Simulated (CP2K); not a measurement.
# WC (Qusongite) under changes of volume

One of the cells (10.376 Å³/atom); the others are scaled copies at fixed shape and fractional positions:

```xyz
2
Lattice="2.9065 0.0000 0.0000 -1.4532 2.5171 0.0000 0.0000 0.0000 2.8366" Properties=species:S:1:pos:R:3 pbc="T T T"
W     0.0000    0.0000    0.0000
C     1.4533    0.8390    1.4183
```

* Program: CP2K 2026.2
* Functional: PBE
* Potentials or basis: POTENTIAL_UZH W GTH-PBE-q14, C GTH-PBE-q4; TZVP-MOLOPT-PBE-GTH basis
* Density cutoff: 6123 eV
* k mesh: 10 × 10 × 9
* Occupations: fermi-dirac, width 0.05 eV
* Spin: no spin polarisation

| volume (Å³/atom) | energy over the lowest point (meV/atom) | pressure (GPa) |
| --- | --- | --- |
| 9.754 | ? | ? |
| 9.961 | 29.38 | 20.6 |
| 10.169 | 8.89 | 11.2 |
| 10.376 | 0.00 | 2.7 |
| 10.584 | 1.56 | -5.0 |
| 10.791 | 12.52 | -11.8 |
| 10.999 | 31.94 | -18.0 |

Task: What does the run at 9.754 Å³/atom give?

Result: Energy over the lowest point 62.75 meV/atom; pressure 31.1 GPa.

Worked out: A Birch-Murnaghan fit of order 3 (a polynomial in V^(-2/3)) to the other rows has its minimum at 10.45 Å³/atom with B0 = V·E''(V) = 391 GPa and B' = 4.3 at fixed shape and positions, which overstates the stiffness. It gives 62.66 meV/atom at 9.754 Å³/atom, against the run's 62.75, and -dE/dV = 31.1 GPa, against 31.1.

Energies are extrapolated to zero smearing.

Caveats: the basis of atomic orbitals isn't converged, which shifts pressures, moduli and gaps.
